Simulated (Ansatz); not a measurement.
# Mo(100) with 4 layers of random Mo-Os, 2x2: scattering by chemical disorder

Wanted: resistance against the alloy's length, first Mo(100) with 4 layers of random Mo-Os, 2x2.

Calculated with Ansatz 0.2.0; Ansatz plane-wave DFT, PBE, PAW files; ballistic transport by layer matching (Landauer), zero bias; PAW set soft_1.

## 1. Starting point

The cell holds 56 atoms: 48 Mo and 8 Os. Cell: a = 6.294 Å, b = 6.294 Å, c = 22.029 Å, α = 90.0°, β = 90.0°, γ = 90.0°. It derives from Mo. Regions: lead, 40 atoms (40 Mo); scattering region, 16 atoms (8 Os and 8 Mo). The structure is stacked along c, and the current runs across the ab planes.

## 2. With 4 alloy layers

In 4 layers a share of 0.5 of the sites is given to Os at random. The layers about the cell's end stay perfect and serve as the lead. Disorder leaves little or no symmetry, which makes such runs dear. Energies from -0.05 to 0.05 eV in steps of 0.05 eV are too few for the program's thermal sum, so it prints no conductance; for a metal the transmission near the Fermi level serves, at a fraction of the cost.

Contents of input.yaml:

```yaml
crystal:
  lattice:
    - [6.294, 0.0, 0.0]
    - [0.0, 6.294, 0.0]
    - [0.0, 0.0, 22.029]
  atoms:
    - { symbol: Mo, position: [0.0, 0.0, 0.0357142857] }
    - { symbol: Mo, position: [0.0, 0.5, 0.0357142857] }
    - { symbol: Mo, position: [0.5, 0.0, 0.0357142857] }
    - { symbol: Mo, position: [0.5, 0.5, 0.0357142857] }
    - { symbol: Mo, position: [0.25, 0.25, 0.1071428571] }
    - { symbol: Mo, position: [0.25, 0.75, 0.1071428571] }
    - { symbol: Mo, position: [0.75, 0.25, 0.1071428571] }
    - { symbol: Mo, position: [0.75, 0.75, 0.1071428571] }
    - { symbol: Mo, position: [0.0, 0.0, 0.1785714286] }
    - { symbol: Mo, position: [0.0, 0.5, 0.1785714286] }
    - { symbol: Mo, position: [0.5, 0.0, 0.1785714286] }
    - { symbol: Mo, position: [0.5, 0.5, 0.1785714286] }
    - { symbol: Mo, position: [0.25, 0.25, 0.25] }
    - { symbol: Mo, position: [0.25, 0.75, 0.25] }
    - { symbol: Mo, position: [0.75, 0.25, 0.25] }
    - { symbol: Mo, position: [0.75, 0.75, 0.25] }
    - { symbol: Mo, position: [0.0, 0.0, 0.3214285714] }
    - { symbol: Mo, position: [0.0, 0.5, 0.3214285714] }
    - { symbol: Mo, position: [0.5, 0.0, 0.3214285714] }
    - { symbol: Mo, position: [0.5, 0.5, 0.3214285714] }
    - { symbol: Os, position: [0.25, 0.25, 0.3928571429] }
    - { symbol: Mo, position: [0.25, 0.75, 0.3928571429] }
    - { symbol: Mo, position: [0.75, 0.25, 0.3928571429] }
    - { symbol: Mo, position: [0.75, 0.75, 0.3928571429] }
    - { symbol: Os, position: [0.0, 0.0, 0.4642857143] }
    - { symbol: Mo, position: [0.0, 0.5, 0.4642857143] }
    - { symbol: Os, position: [0.5, 0.0, 0.4642857143] }
    - { symbol: Os, position: [0.5, 0.5, 0.4642857143] }
    - { symbol: Os, position: [0.25, 0.25, 0.5357142857] }
    - { symbol: Mo, position: [0.25, 0.75, 0.5357142857] }
    - { symbol: Mo, position: [0.75, 0.25, 0.5357142857] }
    - { symbol: Mo, position: [0.75, 0.75, 0.5357142857] }
    - { symbol: Os, position: [0.0, 0.0, 0.6071428571] }
    - { symbol: Os, position: [0.0, 0.5, 0.6071428571] }
    - { symbol: Mo, position: [0.5, 0.0, 0.6071428571] }
    - { symbol: Os, position: [0.5, 0.5, 0.6071428571] }
    - { symbol: Mo, position: [0.25, 0.25, 0.6785714286] }
    - { symbol: Mo, position: [0.25, 0.75, 0.6785714286] }
    - { symbol: Mo, position: [0.75, 0.25, 0.6785714286] }
    - { symbol: Mo, position: [0.75, 0.75, 0.6785714286] }
    - { symbol: Mo, position: [0.0, 0.0, 0.75] }
    - { symbol: Mo, position: [0.0, 0.5, 0.75] }
    - { symbol: Mo, position: [0.5, 0.0, 0.75] }
    - { symbol: Mo, position: [0.5, 0.5, 0.75] }
    - { symbol: Mo, position: [0.25, 0.25, 0.8214285714] }
    - { symbol: Mo, position: [0.25, 0.75, 0.8214285714] }
    - { symbol: Mo, position: [0.75, 0.25, 0.8214285714] }
    - { symbol: Mo, position: [0.75, 0.75, 0.8214285714] }
    - { symbol: Mo, position: [0.0, 0.0, 0.8928571429] }
    - { symbol: Mo, position: [0.0, 0.5, 0.8928571429] }
    - { symbol: Mo, position: [0.5, 0.0, 0.8928571429] }
    - { symbol: Mo, position: [0.5, 0.5, 0.8928571429] }
    - { symbol: Mo, position: [0.25, 0.25, 0.9642857143] }
    - { symbol: Mo, position: [0.25, 0.75, 0.9642857143] }
    - { symbol: Mo, position: [0.75, 0.25, 0.9642857143] }
    - { symbol: Mo, position: [0.75, 0.75, 0.9642857143] }
kpoints:
  mp_grid: { grid: [4, 4, 1] }
hamiltonian:
  xc: pbe
  pseudopotentials: { kind: paw, azcp: { folder: soft_1 } }
scf:
  occupations: { method: fermi_dirac, width: 0.1 }
output:
  transmission: { leads: [[0, 4]], kmesh: [8, 8], e_range: [-0.05, 0.05], de: 0.05 }
  write_potential: true
  write_density: true
  volumetric_format: npy
```

Command:

```sh
ansatz run input.yaml --threads 4 --pin off --max-ram 15360MiB --backend cpu --events-out ev --progress --plain --runs-dir out
```

Numbers of over 12 decimals in the logs are rounded to 6 here.

The log of the run:

```text
Engine: ansatz 0.2.0, aarch64-unknown-linux-gnu
Pseudopotentials: kind: paw
Pseudopotential: Mo, paw, valence charge 14, recommended cutoff 420 eV (normal), soft_1/Mo.paw.azcp
Pseudopotential: Os, paw, valence charge 16, recommended cutoff 420 eV (normal), soft_1/Os.paw.azcp
Functional definition: PBE
  parameter kappa = 0.804
  parameter beta = 0.066725
  exchange = pbe_x(kappa = kappa, mu = beta*pi^2/3)
  correlation = pbe_c(beta = beta)
Crystal: 56 atoms, lattice volume = 872.666 Å³
Basis set: ecut = 420 eV, 17109 PW (Γ)
Bands: 480, of which v1, the nominal top of the filled ones, is band 400 counted from 1 (399 counted from 0)
Symmetry: 2 space group operations
Space group: Cm (ITA 8), of the structure as read, at distance tolerance 9.6e-5 Å
k-points: 7 of 16 (time reversal used)
Non-local potential: Mo, projectors of the file, l = 0: 3, l = 1: 2, l = 2: 2, l = 3: 1
Non-local potential: Os, projectors of the file, l = 0: 3, l = 1: 2, l = 2: 2, l = 3: 1
PAW form: soft (Blöchl's): semilocal exchange-correlation on the pseudo side does not see the compensation charge
PAW one-centre angular grid: Mo, 590 points (default); XC on 64 Gauss nodes
PAW one-centre angular grid: Os, 590 points (default); XC on 64 Gauss nodes
Initial density: superposition of atomic densities (chi_scale 0.1, normalization cell, long waves kept (reshape's long-wave potential 0.76 eV rms))
Initial wavefunctions: pseudopotential atomic-orbital guess
Functional: x = pbe(κ = 0.804, μ = 0.219515), c = pbe(β = 0.066725)
SCF iter   1: F=—  HF=-329024.877455 eV  |F-HF|=—  |Δ(HF+E_count)|=         —  Δρ=1.17e-1  dr2=2.05e3  ethr=3.10e-3  ⟨swp⟩=4.6  Hψ=10373  notcnv=0
preconditioner: auto → Kerker (q_TF=auto, 2.689 Å⁻¹)  [metal: Δε(μ)=0.004 eV  Ē_g=4.734 eV  σ=0.100 eV  W_gap=0.01  n_scr=294 (ndim 8)  ℏωp=23.6 eV  f_vac=0.000  D(μ)=43.44/eV (n_scr^D=384)]
SCF iter   2: F=—  HF=-328988.520036 eV  |F-HF|=—  |Δ(HF+E_count)|=    3.64e1  Δρ=6.61e-2  dr2=8.35e2  ethr=3.10e-3  ⟨swp⟩=2.0  Hψ=6025  notcnv=0
SCF iter   3: F=—  HF=-328974.224540 eV  |F-HF|=—  |Δ(HF+E_count)|=    1.43e1  Δρ=2.47e-2  dr2=3.03e1  ethr=3.10e-3  ⟨swp⟩=3.9  Hψ=11008  notcnv=0  defer=1
SCF iter   4: F=—  HF=-328973.146882 eV  |F-HF|=—  |Δ(HF+E_count)|=    1.08e0  Δρ=7.02e-3  dr2=1.33e1  ethr=3.10e-3  ⟨swp⟩=3.9  Hψ=7252  notcnv=0
SCF iter   5: F=—  HF=-328973.077278 eV  |F-HF|=—  |Δ(HF+E_count)|=   6.96e-2  Δρ=4.58e-3  dr2=5.94e0  ethr=1.67e-3  ⟨swp⟩=1.0  Hψ=3360  notcnv=0
SCF iter   6: F=—  HF=-328973.026468 eV  |F-HF|=—  |Δ(HF+E_count)|=   5.08e-2  Δρ=1.96e-3  dr2=8.69e-1  ethr=7.42e-4  ⟨swp⟩=1.6  Hψ=3924  notcnv=0
SCF iter   7: F=—  HF=-328973.017210 eV  |F-HF|=—  |Δ(HF+E_count)|=   9.26e-3  Δρ=3.49e-4  dr2=2.65e-2  ethr=1.09e-4  ⟨swp⟩=1.4  Hψ=3440  notcnv=0
SCF iter   8: F=—  HF=-328973.016982 eV  |F-HF|=—  |Δ(HF+E_count)|=   2.28e-4  Δρ=2.09e-5  dr2=5.49e-5  ethr=3.32e-6  ⟨swp⟩=1.6  Hψ=3442  notcnv=0
SCF iter   9: F=—  HF=-328973.016056 eV  |F-HF|=—  |Δ(HF+E_count)|=   9.26e-4  Δρ=6.12e-6  dr2=1.09e-6  ethr=6.87e-9  ⟨swp⟩=2.3  Hψ=4360  notcnv=0
SCF iter  10: F=—  HF=-328973.016056 eV  |F-HF|=—  |Δ(HF+E_count)|=   1.60e-8  Δρ=1.67e-6  dr2=1.02e-7  ethr=1.25e-11  ⟨swp⟩=7.6  Hψ=11222  notcnv=0
SCF iter  11: F=-328973.016056 eV  HF=-328973.016056 eV  |F-HF|=6.98e-9  |Δ(HF+E_count)|=   4.77e-9  Δρ=3.19e-7  dr2=7.45e-9  ethr=1.25e-11  ⟨swp⟩=2.0  Hψ=6114  notcnv=0
SCF 1 converged in 11 iterations: F = -328973.016056 eV  dr2 = 7.45e-9
  greatest PAW one-centre occupation: 1.000 electrons in one spin orbital (limit 2), on the Os atom at site 35 (counted from 0), in its partial waves of l = 0
transmission: 96 of 945 steps passed
transmission: 189 of 945 steps passed
[...]
transmission: 945 of 945 steps passed
SCF converged after 11 iterations
Free energy (F): -328973.016056 eV
Harris-Foulkes:  -328973.016056 eV  (|F-HF|=6.98e-9)
Internal energy: -328971.260038 eV  (E = F + TS)
E sigma→0 (E₀):  -328972.138047 eV
Entropy (-TS):   -1.756018 eV (-31.357 meV/atom)
Fermi energy:    21.475764 eV
--- Per-component energies (eV) ---
  E_band       = -3499.652079
  E_kinetic    = 24185.411240
  E_local      = -46284.731056  (includes V_loc(G=0)·N_el)
  E_nonlocal   = 8679.840007
  E_hartree    = 16047.797824
  E_xc         = -10327.605188
  E_vxc        = -12512.849271  (∫ρ·V_xc dr)
  E_paw        = -226542.275767  (= ΣΔE_a)
  E_vpaw       = -9662.926931  (= ΣTr[D̂ρ^β])
  E_aug_tail   = 0.005920  (compensation charges beyond the density's cutoff)
  E_ewald      = -94729.703018
  E_smearing   = -1.756018  (= −TS)
  E_closure    = -0.000000  (closes the sum)
  Σ components = -328973.016056   (vs F -328973.016056, Δ=0.00e0)
--- Band table (eV; the first three rows and the last of 7) ---
  k-point 0: bands = [... 396 lower, 21.4670, 21.6146, 21.6196, 21.6226, 21.7318, 21.7582, 21.8374, 21.8557, ... 76 higher]
  k-point 1: bands = [... 396 lower, 21.3622, 21.3944, 21.4000, 21.4230, 21.4295, 21.4388, 21.4506, 21.4780, ... 76 higher]
  k-point 2: bands = [... 396 lower, 21.2862, 21.3098, 21.3508, 21.4757, 21.5147, 21.5488, 21.5837, 21.5966, ... 76 higher]
  k-point 6: bands = [... 396 lower, 21.5407, 21.5739, 21.6938, 21.7009, 21.8805, 21.8945, 21.9296, 21.9349, ... 76 higher]
--- Transmission ---
  basis      : 349 plane waves across, 45 finite elements along
  points     : 21, standing for a mesh of 8 x 8
  energies   : 3 from -0.050000 to 0.050000 eV about the Fermi level, 0.050000 eV apart; the leads are filled to 0.000000 eV, and channels, transmission and decay are at 0.000000 eV
  crystal 0  : Mo4, at the sites [0, 4], period 1.5735 Å, over 15.73 Å; its Hamiltonian steps by up to 21.9 meV
    offset         : up to 0.0000 Å between an atom of the period and one for which it stands
    channels       : 6.593750e0 a spin
    conductance    : none, the energies end too early or step too widely for 300 K: set another output.transmission.e_range or a lower de, or, where they end at an eighth of basis.ecutwfc, a higher one
    slowest decay  : 0.0475 /Å at (0.5000, 0.3750)
  junction   : crystal 0 to crystal 0, 0.70 to 21.15 Å
    transmission   : 4.090093e0 a spin
    conductance    : none, the energies end too early or step too widely for 300 K: set another output.transmission.e_range or a lower de, or, where they end at an eighth of basis.ecutwfc, a higher one
```

Run time: 9.9 min. Hardware: 4 threads of Arm Neoverse V1, shared host; peak memory 7.6 GiB.

Reading the cycles: dr2 is the Hartree energy of the density residual (eV), the measure of convergence; HF is the Harris–Foulkes estimate of the energy, which meets the free energy F at convergence.

This step gave:

```
free energy                                    : -328973.0161 eV
energy at zero smearing                        : -328972.1380 eV
Fermi energy                                   : 21.48 eV
cell area                                      : 39.61 Å²
transmission per spin nearest the Fermi level  : 4.090
open channels per spin nearest the Fermi level : 6.594
step of the lead's potential                   : 21.9 meV
```

Per spin. The transmission, zone mean by energy, zero at the Fermi level:

| energy (eV) | transmission, zone mean |
| --- | --- |
| -0.0500 | 4.11 |
| 0.0000 | 4.09 |
| 0.0500 | 4.20 |

Per spin. Table of open channels, zone mean, lead by energy, zero at the Fermi level:

| energy (eV) | open channels, zone mean, lead |
| --- | --- |
| -0.0500 | 6.59 |
| 0.0000 | 6.59 |
| 0.0500 | 6.84 |

Transmission over k1 and k2. At 0.0000 eV from the Fermi level.

Values, 8 rows by 8 columns:
```
 0.0  0.9  1.3  3.6  4.2  3.7  1.6  0.2
 2.0  1.3  2.9  6.0  8.2  5.6  3.0  1.6
 2.6  3.6  6.0  9.2 10.1  9.2  5.6  3.7
 2.2  4.2  8.2 10.1 11.3 10.1  8.2  4.2
 2.6  3.7  5.6  9.2 10.1  9.2  6.0  3.6
 2.0  1.6  3.0  5.6  8.2  6.0  2.9  1.3
 0.0  0.2  1.6  3.7  4.2  3.6  1.3  0.9
 0.0  0.0  2.0  2.6  2.2  2.6  2.0  0.0
```
Columns: k1 (b1) from -0.5 to 0.375; rows upwards: k2 (b2) from -0.5 to 0.375.

Open channels over k1 and k2. At 0.0000 eV from the Fermi level.

Ten even steps from '_' (0.0) to '@' (15.0):
```
____..--==--..__
::..--##@@##--..
::--##@@@@@@##--
::==@@@@@@@@@@==
::--##@@@@@@##--
::..--##@@##--..
____..--==--..__
____::::::::::__
```
Columns: k1 (b1) from -0.5 to 0.375; rows upwards: k2 (b2) from -0.5 to 0.375.

Over the solved energies the transmission per spin lies between 4.09 and 4.20, out of 6.68 channels of the lead on average (up to 6.84).

## 3. With 8 alloy layers

In 8 layers a share of 0.5 of the sites is given to Os at random. A fresh draw is used; the growth of the resistance with length is what counts.

System of this step: Mo(100) with 8 layers of random Mo-Os, 2x2. The cell holds 72 atoms: 56 Mo and 16 Os. Cell: a = 6.294 Å, b = 6.294 Å, c = 28.323 Å, α = 90.0°, β = 90.0°, γ = 90.0°. It derives from Mo. Regions: lead, 40 atoms (40 Mo); scattering region, 32 atoms (16 Mo and 16 Os). The structure is stacked along c, and the current runs across the ab planes.

Contents of input.yaml:

```yaml
crystal:
  lattice:
    - [6.294, 0.0, 0.0]
    - [0.0, 6.294, 0.0]
    - [0.0, 0.0, 28.323]
  atoms:
    - { symbol: Mo, position: [0.0, 0.0, 0.0277777778] }
    - { symbol: Mo, position: [0.0, 0.5, 0.0277777778] }
    - { symbol: Mo, position: [0.5, 0.0, 0.0277777778] }
    - { symbol: Mo, position: [0.5, 0.5, 0.0277777778] }
    - { symbol: Mo, position: [0.25, 0.25, 0.0833333333] }
    - { symbol: Mo, position: [0.25, 0.75, 0.0833333333] }
    - { symbol: Mo, position: [0.75, 0.25, 0.0833333333] }
    - { symbol: Mo, position: [0.75, 0.75, 0.0833333333] }
    - { symbol: Mo, position: [0.0, 0.0, 0.1388888889] }
    - { symbol: Mo, position: [0.0, 0.5, 0.1388888889] }
    - { symbol: Mo, position: [0.5, 0.0, 0.1388888889] }
    - { symbol: Mo, position: [0.5, 0.5, 0.1388888889] }
    - { symbol: Mo, position: [0.25, 0.25, 0.1944444444] }
    - { symbol: Mo, position: [0.25, 0.75, 0.1944444444] }
    - { symbol: Mo, position: [0.75, 0.25, 0.1944444444] }
    - { symbol: Mo, position: [0.75, 0.75, 0.1944444444] }
    - { symbol: Mo, position: [0.0, 0.0, 0.25] }
    - { symbol: Mo, position: [0.0, 0.5, 0.25] }
    - { symbol: Mo, position: [0.5, 0.0, 0.25] }
    - { symbol: Mo, position: [0.5, 0.5, 0.25] }
    - { symbol: Mo, position: [0.25, 0.25, 0.3055555556] }
    - { symbol: Mo, position: [0.25, 0.75, 0.3055555556] }
    - { symbol: Mo, position: [0.75, 0.25, 0.3055555556] }
    - { symbol: Os, position: [0.75, 0.75, 0.3055555556] }
    - { symbol: Os, position: [0.0, 0.0, 0.3611111111] }
    - { symbol: Mo, position: [0.0, 0.5, 0.3611111111] }
    - { symbol: Os, position: [0.5, 0.0, 0.3611111111] }
    - { symbol: Mo, position: [0.5, 0.5, 0.3611111111] }
    - { symbol: Os, position: [0.25, 0.25, 0.4166666667] }
    - { symbol: Os, position: [0.25, 0.75, 0.4166666667] }
    - { symbol: Mo, position: [0.75, 0.25, 0.4166666667] }
    - { symbol: Os, position: [0.75, 0.75, 0.4166666667] }
    - { symbol: Mo, position: [0.0, 0.0, 0.4722222222] }
    - { symbol: Mo, position: [0.0, 0.5, 0.4722222222] }
    - { symbol: Mo, position: [0.5, 0.0, 0.4722222222] }
    - { symbol: Os, position: [0.5, 0.5, 0.4722222222] }
    - { symbol: Os, position: [0.25, 0.25, 0.5277777778] }
    - { symbol: Os, position: [0.25, 0.75, 0.5277777778] }
    - { symbol: Os, position: [0.75, 0.25, 0.5277777778] }
    - { symbol: Os, position: [0.75, 0.75, 0.5277777778] }
    - { symbol: Mo, position: [0.0, 0.0, 0.5833333333] }
    - { symbol: Mo, position: [0.0, 0.5, 0.5833333333] }
    - { symbol: Os, position: [0.5, 0.0, 0.5833333333] }
    - { symbol: Os, position: [0.5, 0.5, 0.5833333333] }
    - { symbol: Os, position: [0.25, 0.25, 0.6388888889] }
    - { symbol: Mo, position: [0.25, 0.75, 0.6388888889] }
    - { symbol: Mo, position: [0.75, 0.25, 0.6388888889] }
    - { symbol: Mo, position: [0.75, 0.75, 0.6388888889] }
    - { symbol: Mo, position: [0.0, 0.0, 0.6944444444] }
    - { symbol: Mo, position: [0.0, 0.5, 0.6944444444] }
    - { symbol: Os, position: [0.5, 0.0, 0.6944444444] }
    - { symbol: Os, position: [0.5, 0.5, 0.6944444444] }
    - { symbol: Mo, position: [0.25, 0.25, 0.75] }
    - { symbol: Mo, position: [0.25, 0.75, 0.75] }
    - { symbol: Mo, position: [0.75, 0.25, 0.75] }
    - { symbol: Mo, position: [0.75, 0.75, 0.75] }
    - { symbol: Mo, position: [0.0, 0.0, 0.8055555556] }
    - { symbol: Mo, position: [0.0, 0.5, 0.8055555556] }
    - { symbol: Mo, position: [0.5, 0.0, 0.8055555556] }
    - { symbol: Mo, position: [0.5, 0.5, 0.8055555556] }
    - { symbol: Mo, position: [0.25, 0.25, 0.8611111111] }
    - { symbol: Mo, position: [0.25, 0.75, 0.8611111111] }
    - { symbol: Mo, position: [0.75, 0.25, 0.8611111111] }
    - { symbol: Mo, position: [0.75, 0.75, 0.8611111111] }
    - { symbol: Mo, position: [0.0, 0.0, 0.9166666667] }
    - { symbol: Mo, position: [0.0, 0.5, 0.9166666667] }
    - { symbol: Mo, position: [0.5, 0.0, 0.9166666667] }
    - { symbol: Mo, position: [0.5, 0.5, 0.9166666667] }
    - { symbol: Mo, position: [0.25, 0.25, 0.9722222222] }
    - { symbol: Mo, position: [0.25, 0.75, 0.9722222222] }
    - { symbol: Mo, position: [0.75, 0.25, 0.9722222222] }
    - { symbol: Mo, position: [0.75, 0.75, 0.9722222222] }
kpoints:
  mp_grid: { grid: [4, 4, 1] }
hamiltonian:
  xc: pbe
  pseudopotentials: { kind: paw, azcp: { folder: soft_1 } }
scf:
  occupations: { method: fermi_dirac, width: 0.1 }
output:
  transmission: { leads: [[0, 4]], kmesh: [8, 8], e_range: [-0.05, 0.05], de: 0.05 }
  write_potential: true
  write_density: true
  volumetric_format: npy
```

The log of the run:

```text
[...]
Crystal: 72 atoms, lattice volume = 1122.000 Å³
Basis set: ecut = 420 eV, 21955 PW (Γ)
Bands: 624, of which v1, the nominal top of the filled ones, is band 520 counted from 1 (519 counted from 0)
Symmetry: 1 space group operations
[...]
k-points: 10 of 16 (time reversal used)
[...]
SCF iter   1: F=—  HF=-459755.875340 eV  |F-HF|=—  |Δ(HF+E_count)|=         —  Δρ=1.09e-1  dr2=2.22e3  ethr=3.10e-3  ⟨swp⟩=4.6  Hψ=18926  notcnv=0
[...]
SCF iter  10: F=-459703.125300 eV  HF=-459703.125300 eV  |F-HF|=1.92e-8  |Δ(HF+E_count)|=   5.86e-8  Δρ=5.86e-7  dr2=2.11e-8  ethr=9.62e-12  ⟨swp⟩=7.7  Hψ=16434  notcnv=0
SCF 1 converged in 10 iterations: F = -459703.125300 eV  dr2 = 2.11e-8
[...]
transmission: 192 of 1904 steps passed
transmission: 381 of 1904 steps passed
[...]
transmission: 1904 of 1904 steps passed
SCF converged after 10 iterations
Free energy (F): -459703.125300 eV
[...]
Internal energy: -459700.765999 eV  (E = F + TS)
E sigma→0 (E₀):  -459701.945649 eV
Entropy (-TS):   -2.359301 eV (-32.768 meV/atom)
Fermi energy:    21.648476 eV
[...]
--- Band table (eV; the first three rows and the last of 10) ---
  k-point 0: bands = [... 516 lower, 21.7093, 21.7322, 21.7505, 21.7777, 21.8374, 21.8433, 21.8767, 21.8847, ... 100 higher]
  k-point 1: bands = [... 516 lower, 21.5497, 21.5685, 21.5822, 21.6086, 21.6362, 21.6511, 21.6747, 21.6952, ... 100 higher]
  k-point 2: bands = [... 516 lower, 21.4662, 21.5330, 21.5903, 21.5993, 21.6475, 21.6888, 21.7146, 21.7462, ... 100 higher]
  k-point 9: bands = [... 516 lower, 21.7418, 21.8005, 21.8271, 21.8462, 21.9045, 21.9433, 21.9827, 22.0092, ... 100 higher]
--- Transmission ---
  basis      : 349 plane waves across, 56 finite elements along
  points     : 34, standing for a mesh of 8 x 8
[...]
channels       : 6.781250e0 a spin
[...]
slowest decay  : 0.0502 /Å at (0.5000, 0.3750)
  junction   : crystal 0 to crystal 0, 0.70 to 27.45 Å
    transmission   : 3.377164e0 a spin
[...]
```

Wall time 22 min (4 threads); peak memory 8 GiB.

This step gave:

```
free energy                                    : -459703.1253 eV
energy at zero smearing                        : -459701.9456 eV
Fermi energy                                   : 21.65 eV
transmission per spin nearest the Fermi level  : 3.377
open channels per spin nearest the Fermi level : 6.781
step of the lead's potential                   : 14.7 meV
```

Per spin. Transmission, zone mean against energy, zero at the Fermi level:

| energy (eV) | transmission, zone mean |
| --- | --- |
| -0.0500 | 3.35 |
| 0.0000 | 3.38 |
| 0.0500 | 3.39 |

Over the solved energies the transmission per spin lies between 3.35 and 3.39, out of 6.74 channels of the lead on average (up to 6.84).

(Continued in part 2 of 2.)

[Logs are printed without paths, hosts, clocks, repeated set-up lines and the standing remarks that a program may print on its own settings, such as how far it seeks lower states.]

[Hosts, paths, dates, database ids (printed as entryN), source tags and the programs' standing remarks are cut or masked in the printed files.]
